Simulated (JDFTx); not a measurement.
Crystal: Ti.

```
Ti
1.0
    -1.64100    1.64100    1.64100
     1.64100   -1.64100    1.64100
     1.64100    1.64100   -1.64100
Ti
1
Direct
  0.00000 0.00000 0.00000
```

This isn't the form of Ti at room conditions, which is hcp.

```yaml
Program: JDFTx 1.7.0 (patched build)
Task: single point
Functional: PBE
Potentials_or_basis: PseudoDojo-SR-PBE-0.5-standard
Cutoff: 1143 eV
Density_cutoff: 4572 eV
k_mesh: 11 × 11 × 11
Occupations: fermi-dirac, width 0.05 eV
Spin: no spin polarisation
```

On this cell: pressure -2.4 GPa; band gap on the k mesh none (metal or under the smearing width).

The same run follows on a disturbed copy (cell strained at random at fixed volume):

```
Ti
1.0
    -1.66514    1.66141    1.59911
     1.68039   -1.70507    1.65802
     1.60454    1.64447   -1.64278
Ti
1
Direct
  0.99280 0.00712 0.00682
```

Question: What changes?

Answer: The energy (extrapolated to zero smearing) moves by +2.6 meV/atom; pressure -2.4 GPa; band gap on the k mesh none (metal or under the smearing width).

Stress tensor (GPa, compression positive):
```
-2.37  1.31 -0.59
 1.31 -1.99  0.98
-0.59  0.98 -2.79
```
